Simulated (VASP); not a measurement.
# Pm (Fm-3m) in VASP: reference runs

Aim: a first look at Pm with PBE, on the cell as given and on a disturbed one, then over a range of volumes.

Program: VASP 6.6.1. These are calculated values, not measurements. Logs are shortened: lines on timing, memory, paths and dates and some standing lists are left out, and cuts for length are marked.

## (1) Starting point

It takes space group Fm-3m (No. 225, cubic). The conventional cell has a = 5.168 Å, b = 5.168 Å, c = 5.168 Å, α = 90.00°, β = 90.00°, γ = 90.00°. Around Pm (site symmetry m-3m) lie 12 Pm at 3.65 Å.

This isn't the form of Pm at room conditions, which is double hcp.

## (2) Single point, PBE, collinear spin, ferromagnetic start

INCAR reads:

```
SYSTEM = Pm
PREC = Accurate ; ENCUT = 520
EDIFF = 1E-7 ; ISMEAR = -1
SIGMA = 0.05 ; LREAL = .False.
LASPH = .True. ; NELM = 100
ALGO = Normal ; ISIF = 2
LWAVE = .False. ; LCHARG = .False.
ISPIN = 2 ; MAGMOM = 4
LORBIT = 11 ; LMAXMIX = 6
GGA = PE ; NBANDS = 18
```

KPOINTS reads:

```
Automatic mesh
0
Gamma
  9 9 9
  0 0 0
```

POSCAR reads:

```
Pm
1.0
    0.0000000000      2.5841748100      2.5841748100
    2.5841748100      0.0000000000      2.5841748100
    2.5841748100      2.5841748100      0.0000000000
Pm
1
Direct
    0.0000000000      0.0000000000      0.0000000000
```

Potentials or basis: VASP PAW PBE potentials, release 64 (Pm).

Started as:

```
$ cat potpaw_PBE.64/Pm/POTCAR > POTCAR
$ mpirun -np 1 vasp_std > vasp.out
```

OUTCAR:

```text
SYSTEM = Pm
   PREC = Accurate
   ENCUT = 520
   EDIFF = 1E-7
   ISMEAR = -1
   LREAL = .False.
   LASPH = .True.
   NELM = 100
   ISIF = 2
   ISPIN = 2
   LORBIT = 11
   GGA = PE

 ion  position               nearest neighbor table
   1  0.000  0.000  0.000-

  LATTYP: Found a face centered cubic cell.
 ALAT       =     5.1683496200

  Lattice vectors:

 A1 = (   0.0000000000,   2.5841748100,   2.5841748100)
 A2 = (   2.5841748100,   0.0000000000,   2.5841748100)
 A3 = (   2.5841748100,   2.5841748100,   0.0000000000)

Analysis of symmetry for initial positions (statically):
=====================================================================
 Subroutine PRICEL returns:
 Original cell was already a primitive cell.

 Routine SETGRP: Setting up the symmetry group for a
 face centered cubic supercell.

 Subroutine GETGRP returns: Found 48 space group operations
 (whereof 48 operations were pure point group operations)
 out of a pool of 48 trial point group operations.

The static configuration has the point symmetry O_h .

Analysis of symmetry for dynamics (positions and initial velocities):
=====================================================================
 Subroutine PRICEL returns:
 Original cell was already a primitive cell.

 Routine SETGRP: Setting up the symmetry group for a
 face centered cubic supercell.

 Subroutine GETGRP returns: Found 48 space group operations
 (whereof 48 operations were pure point group operations)
 out of a pool of 48 trial point group operations.

The dynamic configuration has the point symmetry O_h .

Analysis of structural, dynamic, and magnetic symmetry:
=====================================================================
 Subroutine PRICEL returns:
 Original cell was already a primitive cell.

 Routine SETGRP: Setting up the symmetry group for a
 face centered cubic supercell.

 Subroutine GETGRP returns: Found 48 space group operations
 (whereof 48 operations were pure point group operations)
 out of a pool of 48 trial point group operations.

The overall configuration has the point symmetry O_h .

 Subroutine INISYM returns: Found 48 space group operations
 (whereof 48 operations are pure point group operations),
 and found     1 'primitive' translations

----------------------------------------------------------------------------------------

                                     Primitive cell

  volume of cell :      34.5140

  direct lattice vectors                    reciprocal lattice vectors
     0.000000000  2.584174810  2.584174810    -0.193485363  0.193485363  0.193485363
     2.584174810  0.000000000  2.584174810     0.193485363 -0.193485363  0.193485363
     2.584174810  2.584174810  0.000000000     0.193485363  0.193485363 -0.193485363

  length of vectors
     3.654575064  3.654575064  3.654575064     0.335126478  0.335126478  0.335126478

  position of ions in fractional coordinates (direct lattice)
     0.000000000  0.000000000  0.000000000

  ion indices of the primitive-cell ions
   primitive index   ion index
                 1           1

----------------------------------------------------------------------------------------

 KPOINTS: Automatic mesh

Automatic generation of k-mesh.
 Grid dimensions read from file:
 generate k-points for:    9    9    9

 Generating k-lattice:

  Cartesian coordinates                     Fractional coordinates (reciprocal lattice)
    -0.021498374  0.021498374  0.021498374     0.111111111  0.000000000  0.000000000
     0.021498374 -0.021498374  0.021498374     0.000000000  0.111111111  0.000000000
     0.021498374  0.021498374 -0.021498374     0.000000000  0.000000000  0.111111111

[... 40 lines left out ...]
   total plane-waves  NPLWV =  21952
   dimension x,y,z NGX =    28 NGY =   28 NGZ =   28
   dimension x,y,z NGXF=    56 NGYF=   56 NGZF=   56
   ions per type =               1
   NGX,Y,Z   is equivalent  to a cutoff of  12.74, 12.74, 12.74 a.u.
   NGXF,Y,Z  is equivalent  to a cutoff of  25.47, 25.47, 25.47 a.u.
 SYSTEM =  Pm
   PREC   = accura    normal or accurate (medium, high low for compatibility)
   ISTART =      0    job   : 0-new  1-cont  2-samecut
   ICHARG =      2    charge: 1-file 2-atom 10-const
   ISPIN  =      2    spin polarized calculation?
   LNONCOLLINEAR =      F non collinear calculations
   LSORBIT =      F    spin-orbit coupling
   LASPH  =      T    aspherical Exc in radial PAW
   ENCUT  =  520.0 eV  38.22 Ry    6.18 a.u.   6.80  6.80  6.80*2*pi/ulx,y,z
   NELM   =    100;   NELMIN=  2; NELMDL= -5     # of ELM steps
   EDIFF  = 0.1E-06   stopping-criterion for ELM
   LREAL  =      F    real-space projection
   EDIFFG = 0.1E-05   stopping-criterion for IOM
   NSW    =      0    number of steps for IOM
   IBRION =     -1    ionic relax: 0-MD 1-quasi-New 2-CG
[... 8 lines left out ...]
   EMIN   =  10.00;   EMAX   =-10.00  energy-range for DOS
   EFERMI =   0.00;   METHOD = LEGACY
   ISMEAR =    -1;   SIGMA  =   0.05  broadening in eV -4-tet -1-fermi 0-gaus
   EFERMI_NEDOS =   21; number of points for ismear=-14 and -15
   IALGO  =     38    algorithm
   IMIX   =      4    mixing-type and parameters
     AMIX     =   0.40;   BMIX     =  1.00
     AMIX_MAG =   1.60;   BMIX_MAG =  1.00
  volume/ion in A,a.u.               =      34.51       232.91
  Fermi-wavevector in a.u.,A,eV,Ry     =   1.240052  2.343359 20.922086  1.537730
  Thomas-Fermi vector in A             =   2.374509
   LORBIT       =     11    0 simple, 1 ext, 2 COOP (PROOUT), +10 PAW based schemes
   GGA     = PE    functional components
   LHFCALC =     F    Hartree Fock is set to
   AEXX    =    0.0000 exact exchange contribution
   IVDW    =     0    specifies the selected vdW correction
   LEPSILON=     F    determine dielectric tensor
   LRPA    =     F    only Hartree local field effects (RPA)
 spin polarized calculation
  energy-cutoff  :      520.00
  volume of cell :       34.51
 maximum number of plane-waves:       944
   NGX = 13   NGY = 13   NGZ = 13

 number of electron      14.9999998 magnetization       5.4464718

 Free energy of the ion-electron system (eV)
  ---------------------------------------------------
  ext. energy  EPLUGINS =         0.00000000
  ---------------------------------------------------
  free energy    TOTEN  =        -7.74797033 eV

  energy without entropy =       -7.68744480  energy(sigma->0) =       -7.71770757

 E-fermi :   5.8141     XC(G=0):  -9.7587

 val. band max:        5.8068414638   @ k =   0.3333   0.2222   0.1111
 cond. band min:       5.8162075039   @ k =  -0.3333   0.4444   0.2222
 fundamental gap:      0.0093660401
 Fermi energy:         5.8140933546

 spin component 1

 k-point     1 :       0.0000    0.0000    0.0000
  band No.  band energies     occupation
      1     -32.8964      1.00000
      2     -12.8059      1.00000
      3     -12.8059      1.00000
      4     -12.8059      1.00000
      5       1.4831      1.00000
      6       5.4768      0.99883
[... 493 lines left out ...]
     17      11.8833      0.00000
     18      15.0957      0.00000

 [... further k-points ...]

 spin component 2

 k-point     1 :       0.0000    0.0000    0.0000
  band No.  band energies     occupation
      1     -30.6854      1.00000
      2     -11.0911      1.00000
      3     -11.0911      1.00000
      4     -11.0911      1.00000
      5       2.6733      1.00000
      6       8.0886      0.00000
[... 493 lines left out ...]
     17      13.2078      0.00000
     18      16.4377      0.00000

 [... further k-points ...]

------------------------ aborting loop because EDIFF is reached ----------------------------------------

 total charge

# of ion       s       p       d       f       tot
--------------------------------------------------
    1        2.051   5.490   0.486   4.391  12.417

 magnetization (x)

# of ion       s       p       d       f       tot
--------------------------------------------------
    1       -0.001   0.037   0.251   4.381   4.667

  FORCE on cell =-STRESS in cart. coord.  units (eV):
  Direction    XX          YY          ZZ          XY          YZ          ZX
  --------------------------------------------------------------------------------------
  -------------------------------------------------------------------------------------
  Total        0.2441927      0.2441927      0.2441927      0.0000000      0.0000000      0.0000000
  in kB       11.3356784     11.3356784     11.3356784      0.0000000      0.0000000      0.0000000
  external PRESSURE =      11.3356784 kB  Pullay stress =       0.0000000 kB

 VOLUME and BASIS-vectors are now :
 -----------------------------------------------------------------------------
  energy-cutoff  :      520.00
  volume of cell :       34.51
      direct lattice vectors                 reciprocal lattice vectors
     0.000000000  2.584174810  2.584174810    -0.193485363  0.193485363  0.193485363
     2.584174810  0.000000000  2.584174810     0.193485363 -0.193485363  0.193485363
     2.584174810  2.584174810  0.000000000     0.193485363  0.193485363 -0.193485363

  length of vectors
     3.654575064  3.654575064  3.654575064     0.335126478  0.335126478  0.335126478

 FORCES acting on ions
    electron-ion (+dipol)            ewald-force                    non-local-force                 convergence-correction
 -----------------------------------------------------------------------------------------------
   -.699E-14 -.148E-13 -.108E-13   -.134E-15 0.705E-15 0.161E-14   0.000E+00 0.000E+00 0.000E+00   0.416E-14 -.722E-13 -.260E-13
 -----------------------------------------------------------------------------------------------
   -.699E-14 -.148E-13 -.108E-13   -.134E-15 0.705E-15 0.161E-14   0.000E+00 0.000E+00 0.000E+00   0.416E-14 -.722E-13 -.260E-13

 POSITION                                       TOTAL-FORCE (eV/Angst)
 -----------------------------------------------------------------------------------
      0.00000      0.00000      0.00000         0.000000      0.000000      0.000000
 -----------------------------------------------------------------------------------
    total drift:                               -0.000000     -0.000000     -0.000000

--------------------------------------------------------------------------------------------------------

  FREE ENERGIE OF THE ION-ELECTRON SYSTEM (eV)
  ---------------------------------------------------
  free  energy   TOTEN  =        -7.7479703267 eV

  energy  without entropy=       -7.6874448049  energy(sigma->0) =       -7.71770757

--------------------------------------------------------------------------------------------------------

--------------------------------------------------------------------------------------------------------

 total charge

# of ion       s       p       d       f       tot
--------------------------------------------------
    1        2.051   5.490   0.486   4.391  12.417

 magnetization (x)

# of ion       s       p       d       f       tot
--------------------------------------------------
    1       -0.001   0.037   0.251   4.381   4.667

=======================================================================
```

It took 96 s on 1 thread of Intel Xeon Platinum 8488C (Sapphire Rapids), shared host; peak memory 0.19 GiB.

Results:

```yaml
Free_energy: -7.7480 eV
Pressure: 1.1 GPa
Band_gap_on_the_k_mesh: none (metal or under the smearing width)
Net_moment: 5.45 μB per cell
Site_moments: Pm +4.67 μB
Valence_electrons_inside_the_program's_atomic_spheres: Pm 12.42
```

Caveat: the magnetic or orbital state may not be the lowest; spin-orbit coupling is left out, which moves the levels of the heavy elements. The state reached can hang on the start; a lower one may exist.

(Part 1 of 2 ends here.)
